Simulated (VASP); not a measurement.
# Mg (P6_3/mmc) in VASP: settings compared

The runs below take Mg through band structure, with TPSS, HSE06, SCAN0, PBEsol0.

Program: VASP 6.6.1. These are calculated values, not measurements. Logs are shortened: lines on timing, memory, paths and dates and some standing lists are left out, and cuts for length are marked.

## 1. The crystal as given

It takes space group P6_3/mmc (No. 194, hexagonal). The conventional cell has a = 3.209 Å, b = 3.209 Å, c = 5.210 Å, α = 90.00°, β = 90.00°, γ = 120.00°. Around Mg (site symmetry -6m2) lie 12 Mg at 3.20 to 3.21 Å.

## 2. Band structure, TPSS

The input, INCAR:

```
ALGO = Normal
EDIFF = 1E-7
ENCUT = 520
ISIF = 2
ISMEAR = -1
LASPH = True
LCHARG = False
LMIXTAU = True
LREAL = False
LWAVE = False
METAGGA = TPSS
NBANDS = 9
NELM = 100
PREC = Accurate
SIGMA = 0.05
```

The input, KPOINTS:

```
k-points
0
Gamma
  10 10 5
```

The input, POSCAR:

```
Mg
1.0
    3.2093000000      0.0000000000      0.0000000000
   -1.6046500000      2.7793353284      0.0000000000
    0.0000000000      0.0000000000      5.2103000000
Mg
2
Direct
    0.6666666667      0.3333333333      0.7500000000
    0.3333333333      0.6666666667      0.2500000000
```

The input, KPOINTS_OPT:

```
path GMKGALHA,LM,KH
15
line-mode
reciprocal
 0.0000000000  0.0000000000  0.0000000000  G
 0.5000000000  0.0000000000  0.0000000000  M

 0.5000000000  0.0000000000  0.0000000000  M
 0.3333333333  0.3333333333  0.0000000000  K

 0.3333333333  0.3333333333  0.0000000000  K
 0.0000000000  0.0000000000  0.0000000000  G

 0.0000000000  0.0000000000  0.0000000000  G
 0.0000000000  0.0000000000  0.5000000000  A

 0.0000000000  0.0000000000  0.5000000000  A
 0.5000000000  0.0000000000  0.5000000000  L

 0.5000000000  0.0000000000  0.5000000000  L
 0.3333333333  0.3333333333  0.5000000000  H

 0.3333333333  0.3333333333  0.5000000000  H
 0.0000000000  0.0000000000  0.5000000000  A

 0.5000000000  0.0000000000  0.5000000000  L
 0.5000000000  0.0000000000  0.0000000000  M

 0.3333333333  0.3333333333  0.0000000000  K
 0.3333333333  0.3333333333  0.5000000000  H
```

Potentials or basis: VASP PAW PBE potentials, release 64 (Mg).

The run is started by

```
> cat potpaw_PBE.64/Mg/POTCAR > POTCAR
> mpirun -np 1 vasp_std > vasp.out
```

OUTCAR:

```text
EDIFF = 1E-7
   ENCUT = 520
   ISIF = 2
   ISMEAR = -1
   LASPH = True
   LREAL = False
   METAGGA = TPSS
   NELM = 100
   PREC = Accurate

 ion  position               nearest neighbor table
   1  0.667  0.333  0.750-   2 3.20   2 3.20   2 3.20   2 3.20   2 3.20   2 3.20
   2  0.333  0.667  0.250-   1 3.20   1 3.20   1 3.20   1 3.20   1 3.20   1 3.20

  LATTYP: Found a hexagonal cell.
 ALAT       =     3.2093000000
 C/A-ratio  =     1.6235004518

  Lattice vectors:

 A1 = (   3.2093000000,   0.0000000000,   0.0000000000)
 A2 = (  -1.6046500000,   2.7793353284,   0.0000000000)
 A3 = (   0.0000000000,   0.0000000000,   5.2103000000)

Analysis of symmetry for initial positions (statically):
=====================================================================
 Subroutine PRICEL returns:
 Original cell was already a primitive cell.

 Routine SETGRP: Setting up the symmetry group for a
 hexagonal supercell.

 Subroutine GETGRP returns: Found 24 space group operations
 (whereof 12 operations were pure point group operations)
 out of a pool of 24 trial point group operations.

The static configuration has the point symmetry D_3d.
 The point group associated with its full space group is D_6h.

Analysis of symmetry for dynamics (positions and initial velocities):
=====================================================================
 Subroutine PRICEL returns:
 Original cell was already a primitive cell.

 Routine SETGRP: Setting up the symmetry group for a
 hexagonal supercell.

 Subroutine GETGRP returns: Found 24 space group operations
 (whereof 12 operations were pure point group operations)
 out of a pool of 24 trial point group operations.

The dynamic configuration has the point symmetry D_3d.
 The point group associated with its full space group is D_6h.

 Subroutine INISYM returns: Found 24 space group operations
 (whereof 12 operations are pure point group operations),
 and found     1 'primitive' translations

----------------------------------------------------------------------------------------

                                     Primitive cell

  volume of cell :      46.4744

  direct lattice vectors                    reciprocal lattice vectors
     3.209300000  0.000000000  0.000000000     0.311594429  0.179899127  0.000000000
    -1.604650000  2.779335328  0.000000000     0.000000000  0.359798255  0.000000000
     0.000000000  0.000000000  5.210300000     0.000000000  0.000000000  0.191927528

  length of vectors
     3.209300000  3.209300000  5.210300000     0.359798255  0.359798255  0.191927528

  position of ions in fractional coordinates (direct lattice)
     0.666666667  0.333333333  0.750000000
     0.333333333  0.666666667  0.250000000

  ion indices of the primitive-cell ions
   primitive index   ion index
                 1           1
                 2           2

----------------------------------------------------------------------------------------

 KPOINTS: k-points

Automatic generation of k-mesh.
 Grid dimensions read from file:
 generate k-points for:   10   10    5

 Generating k-lattice:

  Cartesian coordinates                     Fractional coordinates (reciprocal lattice)
     0.031159443  0.017989913  0.000000000     0.100000000 -0.000000000  0.000000000
     0.000000000  0.035979825  0.000000000     0.000000000  0.100000000  0.000000000
     0.000000000  0.000000000  0.038385506     0.000000000  0.000000000  0.200000000

  Length of vectors
     0.035979825  0.035979825  0.038385506

  Shift w.r.t. Gamma in fractional coordinates (k-lattice)
     0.000000000  0.000000000  0.000000000

 Subroutine IBZKPT returns following result:
 ===========================================

 Found     42 irreducible k-points:

 Following reciprocal coordinates:
            Coordinates               Weight
  0.000000  0.000000  0.000000      1.000000
  0.100000  0.000000  0.000000      6.000000
  0.200000  0.000000  0.000000      6.000000
  0.300000  0.000000  0.000000      6.000000
  0.400000  0.000000  0.000000      6.000000
  0.500000  0.000000  0.000000      3.000000
[... 16 lines left out ...]
  0.300000  0.100000  0.200000     24.000000
  0.400000  0.100000  0.200000     24.000000
 [... further k-points ...]
   k-points           NKPTS =     42   k-points in BZ     NKDIM =     42   number of bands    NBANDS=      9
   number of dos      NEDOS =    301   number of ions     NIONS =      2
   total plane-waves  NPLWV =  23040
   dimension x,y,z NGX =    24 NGY =   24 NGZ =   40
   dimension x,y,z NGXF=    48 NGYF=   48 NGZF=   80
   ions per type =               2
   NGX,Y,Z   is equivalent  to a cutoff of  12.43, 12.43, 12.76 a.u.
   NGXF,Y,Z  is equivalent  to a cutoff of  24.86, 24.86, 25.53 a.u.
 SYSTEM =  unknown system
   PREC   = accura    normal or accurate (medium, high low for compatibility)
   ISTART =      0    job   : 0-new  1-cont  2-samecut
   ICHARG =      2    charge: 1-file 2-atom 10-const
   ISPIN  =      1    spin polarized calculation?
   LNONCOLLINEAR =      F non collinear calculations
   LSORBIT =      F    spin-orbit coupling
   LASPH  =      T    aspherical Exc in radial PAW
   ENCUT  =  520.0 eV  38.22 Ry    6.18 a.u.   5.97  5.97  9.69*2*pi/ulx,y,z
   NELM   =    100;   NELMIN=  2; NELMDL= -5     # of ELM steps
   EDIFF  = 0.1E-06   stopping-criterion for ELM
   LREAL  =      F    real-space projection
   EDIFFG = 0.1E-05   stopping-criterion for IOM
   NSW    =      0    number of steps for IOM
   IBRION =     -1    ionic relax: 0-MD 1-quasi-New 2-CG
   NFREE  =      0    steps in history (QN), initial steepest desc. (CG)
   ISIF   =      2    stress and relaxation
   ISYM   =      2    0-nonsym 1-usesym 2-fastsym
   POTIM  = 0.5000    time-step for ionic-motion
   TEBEG  =    0.0;   TEEND  =   0.0 temperature during run
   PSTRESS=    0.0 pullay stress
   NELECT =       4.0000    total number of electrons
   NUPDOWN=      -1.0000    fix difference up-down
   EMIN   =  10.00;   EMAX   =-10.00  energy-range for DOS
   EFERMI =   0.00;   METHOD = LEGACY
   ISMEAR =    -1;   SIGMA  =   0.05  broadening in eV -4-tet -1-fermi 0-gaus
   EFERMI_NEDOS =   21; number of points for ismear=-14 and -15
   IALGO  =     38    algorithm
   IMIX   =      4    mixing-type and parameters
     AMIX     =   0.40;   BMIX     =  1.00
     AMIX_MAG =   1.60;   BMIX_MAG =  1.00
  volume/ion in A,a.u.               =      23.24       156.81
  Fermi-wavevector in a.u.,A,eV,Ry     =   0.722809  1.365911  7.108401  0.522453
  Thomas-Fermi vector in A             =   1.812866
   LORBIT       =      0    0 simple, 1 ext, 2 COOP (PROOUT), +10 PAW based schemes
   METAGGA = TPSS    functional components
   LHFCALC =     F    Hartree Fock is set to
   AEXX    =    0.0000 exact exchange contribution
   IVDW    =     0    specifies the selected vdW correction
   LEPSILON=     F    determine dielectric tensor
   LRPA    =     F    only Hartree local field effects (RPA)
 non-spin polarized calculation
  energy-cutoff  :      520.00
  volume of cell :       46.47
 maximum number of plane-waves:      1277
 NGX is ok and might be reduce to    24
   NGX = 11   NGY = 11   NGZ = 19

 number of electron       4.0000000 magnetization

 Free energy of the ion-electron system (eV)
  ---------------------------------------------------
  ext. energy  EPLUGINS =         0.00000000
  ---------------------------------------------------
  free energy    TOTEN  =       -10.64338732 eV

  energy without entropy =      -10.63192955  energy(sigma->0) =      -10.63765843

 E-fermi :   2.6263     XC(G=0):  -8.4200

 val. band max:        2.5951918468   @ k =   0.4000   0.1000   0.4000
 cond. band min:       2.6459918316   @ k =   0.3000   0.3000   0.0000
 fundamental gap:      0.0507999848
 Fermi energy:         2.6263208257

 k-point     1 :       0.0000    0.0000    0.0000
  band No.  band energies     occupation
      1      -4.2829      2.00000
      2       0.9025      2.00000
      3       1.3922      2.00000
      4      13.4682      0.00000
      5      13.4682      0.00000
      6      13.6491      0.00000
      7      13.6491      0.00000
      8      14.3404      0.00000
      9      15.9732      0.00000

 k-point     2 :       0.1000    0.0000    0.0000
  band No.  band energies     occupation
      1      -4.0877      2.00000
      2       1.0816      2.00000
      3       1.5811      2.00000
      4      10.7088      0.00000
      5      12.0813      0.00000
      6      12.8540      0.00000
      7      15.2663      0.00000
      8      15.2794      0.00000
      9      15.3811      0.00000

 k-point     3 :       0.2000    0.0000    0.0000
  band No.  band energies     occupation
      1      -3.5046      2.00000
      2       1.6191      2.00000
      3       2.1357      1.99989
      4       7.7531      0.00000
      5      10.9314      0.00000
      6      11.3514      0.00000
      7      12.4325      0.00000
      8      13.7239      0.00000
      9      15.4252      0.00000

 k-point     4 :       0.3000    0.0000    0.0000
  band No.  band energies     occupation
      1      -2.5405      2.00000
      2       2.5163      1.80073
      3       2.9680      0.00215
      4       5.1582      0.00000
      5       9.6976      0.00000
      6       9.7444      0.00000
      7      10.1111      0.00000
      8      12.0813      0.00000
      9      14.5032      0.00000
[... 205 lines left out ...]
 k-point    22 :       0.2000    0.1000    0.2000
  band No.  band energies     occupation
      1      -2.7059      2.00000
      2       0.5140      2.00000
      3       4.6447      0.00000
      4       6.7303      0.00000
      5       8.3901      0.00000
      6       9.8574      0.00000
      7      11.4659      0.00000
      8      13.4030      0.00000
      9      13.7398      0.00000

 k-point    23 :       0.3000    0.1000    0.2000
  band No.  band energies     occupation
      1      -1.5600      2.00000
      2       1.5970      2.00000
      3       4.0139      0.00000
      4       5.8743      0.00000
      5       6.9361      0.00000
      6       8.1706      0.00000
      7      10.6801      0.00000
      8      11.5388      0.00000
      9      13.4515      0.00000

 k-point    24 :       0.4000    0.1000    0.2000
  band No.  band energies     occupation
      1      -0.0571      2.00000
      2       1.7364      2.00000
      3       3.2045      0.00002
      4       4.9291      0.00000
      5       6.8596      0.00000
      6       7.8786      0.00000
      7       9.4050      0.00000
      8      10.6317      0.00000
      9      13.1393      0.00000

 [... further k-points ...]
[... 5 lines left out ...]
  --------------------------------------------------------------------------------------
  -------------------------------------------------------------------------------------
  Total       -0.3085817     -0.3085817     -0.0057689      0.0000000      0.0000000      0.0000000
  in kB      -10.6381670    -10.6381670     -0.1988796      0.0000000      0.0000000      0.0000000
  external PRESSURE =      -7.1584046 kB  Pullay stress =       0.0000000 kB

 VOLUME and BASIS-vectors are now :
 -----------------------------------------------------------------------------
  energy-cutoff  :      520.00
  volume of cell :       46.47
      direct lattice vectors                 reciprocal lattice vectors
     3.209300000  0.000000000  0.000000000     0.311594429  0.179899127  0.000000000
    -1.604650000  2.779335328  0.000000000     0.000000000  0.359798255  0.000000000
     0.000000000  0.000000000  5.210300000     0.000000000  0.000000000  0.191927528

 POSITION                                       TOTAL-FORCE (eV/Angst)
 -----------------------------------------------------------------------------------
      1.60465      0.92645      3.90773         0.000000      0.000000      0.000000
     -0.00000      1.85289      1.30258        -0.000000     -0.000000      0.000000
 -----------------------------------------------------------------------------------
    total drift:                                0.000000     -0.000000      0.000000

  FREE ENERGIE OF THE ION-ELECTRON SYSTEM (eV)
  ---------------------------------------------------
  free  energy   TOTEN  =       -10.6433873175 eV

  energy  without entropy=      -10.6319295484  energy(sigma->0) =      -10.63765843
```

Wall time 5 min (1 thread of AMD EPYC, shared host); peak memory 0.15 GiB.

What came out:

```yaml
Free_energy: -10.6434 eV
Pressure: -0.7 GPa
Band_gap_along_the_path: none (metal or under the smearing width)
```

Stress tensor (GPa, compression positive):
```
-1.06  0.00  0.00
 0.00 -1.06  0.00
 0.00  0.00 -0.02
```

Levels at the corners of the path, in eV from the Fermi level:
```
point  band 1  band 2  band 3  band 4  band 5  band 6  band 7
    Γ   -6.91   -1.72   -1.23   10.84   10.84   11.02   11.02
    M   -2.17   -2.13    2.61    2.94    3.25    3.66    6.83
    M   -2.17   -2.13    2.61    2.94    3.25    3.66    6.83
    K   -0.67   -0.61   -0.61    4.08    4.08    4.27    4.73
    K   -0.67   -0.61   -0.61    4.08    4.08    4.27    4.73
    Γ   -6.91   -1.72   -1.23   10.84   10.84   11.02   11.02
    Γ   -6.91   -1.72   -1.23   10.84   10.84   11.02   11.02
    A   -5.53   -5.53    4.98    4.98   11.61   11.61   11.61
    A   -5.53   -5.53    4.98    4.98   11.61   11.61   11.61
    L   -1.14   -1.14   -0.45   -0.45    7.94    7.94    8.00
    L   -1.14   -1.14   -0.45   -0.45    7.94    7.94    8.00
    H    0.16    0.16    0.62    0.62    1.56    1.56   10.88
    H    0.16    0.16    0.62    0.62    1.56    1.56   10.88
    A   -5.53   -5.53    4.98    4.98   11.61   11.61   11.61
    L   -1.14   -1.14   -0.45   -0.45    7.94    7.94    8.00
    M   -2.17   -2.13    2.61    2.94    3.25    3.66    6.83
    K   -0.67   -0.61   -0.61    4.08    4.08    4.27    4.73
    H    0.16    0.16    0.62    0.62    1.56    1.56   10.88
```

Caveat: the PAW data sets were made with another functional, which shifts forces and pressure a little.

## 3. Band structure, HSE06

POSCAR is that of step 2.

The input, INCAR.step1:

```
ALGO = Normal
EDIFF = 1E-5
ENCUT = 520
GGA = PE
ISIF = 2
ISMEAR = -1
LASPH = T
LCHARG = F
LREAL = F
LWAVE = T
NELM = 80
PREC = Accurate
SIGMA = 0.05
```

The input, INCAR.step2:

```
ALGO = Normal
EDIFF = 1E-6
ENCUT = 520
GGA = PE
HFSCREEN = 0.2
ISIF = 2
ISMEAR = -1
ISTART = 1
LASPH = T
LCHARG = F
LHFCALC = T
LREAL = F
LWAVE = F
NELM = 80
PREC = Accurate
PRECFOCK = Normal
SIGMA = 0.05
```

The input, KPOINTS:

```
k-points
0
Gamma
  5 5 3
```

KPOINTS_OPT: that of step 2 with these lines changed.

```diff
@@ -1,3 +1,3 @@
 path GMKGALHA,LM,KH
-15
+8
 line-mode
```

Potentials or basis: VASP PAW PBE potentials, release 64 (Mg).

The run is started by

```
> cat potpaw_PBE.64/Mg/POTCAR > POTCAR
> cp INCAR.step1 INCAR
> mpirun -np 1 vasp_std > vasp.out
> cp INCAR.step2 INCAR
> mpirun -np 1 vasp_std > vasp.out
```

Wall time 4.8 min (1 thread of AMD EPYC 9R14 (Zen 4), shared host); peak memory 0.24 GiB.

The run converged. Its results:

```
Free energy             : -3.1312 eV
Pressure                : -0.7 GPa
Band gap along the path : none (metal or under the smearing width)
```

Stress tensor (GPa, compression positive):
```
-0.93  0.00  0.00
 0.00 -0.93  0.00
 0.00  0.00 -0.18
```

Levels at the corners of the path, in eV from the Fermi level:
```
point  band 1  band 2  band 3  band 4  band 5  band 6
    Γ   -7.85   -1.82   -1.32   11.81   11.86   11.93
    M   -2.33   -2.32    3.16    3.53    3.82    4.24
    M   -2.33   -2.32    3.16    3.53    3.82    4.24
    K   -0.56   -0.56   -0.56    4.75    4.76    4.95
    K   -0.56   -0.56   -0.56    4.75    4.75    4.96
    Γ   -7.85   -1.82   -1.32   11.81   11.87   11.93
    Γ   -7.85   -1.82   -1.32   11.81   11.88   11.93
    A   -6.26   -6.26    5.66    5.66   12.58   12.58
    A   -6.26   -6.26    5.66    5.66   12.58   12.58
    L   -1.15   -1.15   -0.27   -0.27    8.83    8.83
    L   -1.15   -1.15   -0.27   -0.27    8.83    8.83
    H    0.33    0.33    0.94    0.94    1.94    1.94
    H    0.33    0.33    0.94    0.94    1.94    1.94
    A   -6.26   -6.26    5.66    5.66   12.58   12.58
    L   -1.15   -1.15   -0.27   -0.27    8.83    8.83
    M   -2.33   -2.32    3.16    3.53    3.82    4.24
    K   -0.56   -0.56   -0.56    4.75    4.75    4.96
    H    0.33    0.33    0.94    0.94    1.94    1.94
```

Caveat: the k mesh is coarse (spacing up to 0.45 Å⁻¹), so the values aren't converged, least of all with exact exchange; the PAW data sets were made with another functional, which shifts forces and pressure a little.

## 4. Band structure, SCAN0

POSCAR is that of step 3.

The input, INCAR.step1:

```
SYSTEM = Mg
PREC = Accurate
ENCUT = 520
EDIFF = 1E-5
ISMEAR = -1
SIGMA = 0.05
LREAL = .False.
LASPH = .True.
NELM = 100
ALGO = Normal
ISIF = 2
LWAVE = .True.
LCHARG = .False.
GGA = PE
```

The input, INCAR.step2:

```
SYSTEM = Mg
PREC = Accurate
ENCUT = 520
EDIFF = 1E-6
ISMEAR = -1
SIGMA = 0.05
LREAL = .False.
LASPH = .True.
NELM = 100
ALGO = Normal
ISIF = 2
LWAVE = .False.
LCHARG = .False.
METAGGA = SCAN
LHFCALC = .True.
AEXX = 0.25
LMIXTAU = .True.
PRECFOCK = Fast
ISTART = 1
```

The input, KPOINTS:

```
Automatic mesh
0
Gamma
  5 5 3
  0 0 0
```

KPOINTS_OPT: that of step 3 with these lines changed.

```diff
@@ -1,3 +1,3 @@
 path GMKGALHA,LM,KH
-8
+10
 line-mode
```

The run is started by

```
> cat potpaw_PBE.64/Mg/POTCAR > POTCAR
> cp INCAR.step1 INCAR
> mpirun -np 1 vasp_std > vasp.out
> cp INCAR.step2 INCAR
> mpirun -np 1 vasp_std > vasp.out
```

Run time: 1.9 min. Hardware: 1 thread of Intel Xeon Platinum 8488C (Sapphire Rapids), shared host; peak memory 0.19 GiB.

The run converged. Its results:

```
Free energy : -8.3574 eV
Pressure    : -1.2 GPa
```

Stress tensor (GPa, compression positive):
```
-1.50  0.00  0.00
 0.00 -1.50  0.00
 0.00  0.00 -0.64
```

Levels at the corners of the path, in eV from the Fermi level:
| point | band 1 | band 2 | band 3 | band 4 | band 5 | band 6 |
| --- | --- | --- | --- | --- | --- | --- |
| Γ | -8.19 | -2.03 | -1.47 | 12.63 | 12.68 | 12.77 |
| M | -2.26 | -2.22 | 3.79 | 4.13 | 4.47 | 4.90 |
| M | -2.26 | -2.22 | 3.79 | 4.13 | 4.47 | 4.90 |
| K | -0.33 | -0.28 | -0.28 | 5.43 | 5.43 | 5.71 |
| K | -0.33 | -0.28 | -0.28 | 5.43 | 5.43 | 5.65 |
| Γ | -8.19 | -2.03 | -1.47 | 12.63 | 12.64 | 12.77 |
| Γ | -8.19 | -2.03 | -1.47 | 12.63 | 12.65 | 12.77 |
| A | -6.42 | -6.42 | 6.35 | 6.35 | 13.45 | 13.45 |
| A | -6.42 | -6.42 | 6.35 | 6.35 | 13.45 | 13.45 |
| L | -0.88 | -0.88 | 0.18 | 0.18 | 9.59 | 9.60 |
| L | -0.88 | -0.88 | 0.18 | 0.18 | 9.59 | 9.59 |
| H | 0.71 | 0.71 | 1.38 | 1.38 | 2.53 | 2.53 |
| H | 0.71 | 0.71 | 1.38 | 1.38 | 2.53 | 2.53 |
| A | -6.42 | -6.42 | 6.35 | 6.35 | 13.45 | 13.45 |
| L | -0.88 | -0.88 | 0.18 | 0.18 | 9.59 | 9.59 |
| M | -2.26 | -2.22 | 3.79 | 4.13 | 4.47 | 4.90 |
| K | -0.33 | -0.28 | -0.28 | 5.43 | 5.43 | 5.64 |
| H | 0.71 | 0.71 | 1.38 | 1.38 | 2.53 | 2.53 |

Caveat: the k mesh is coarse (spacing up to 0.45 Å⁻¹), so the values aren't converged, least of all with exact exchange; an unscreened hybrid on a path of extra k points without a Coulomb cutoff has errors near the mesh points, so the bands along the path aren't reliable; the PAW data sets were made with another functional, which shifts forces and pressure a little.

(Part 1 of 2 ends here.)
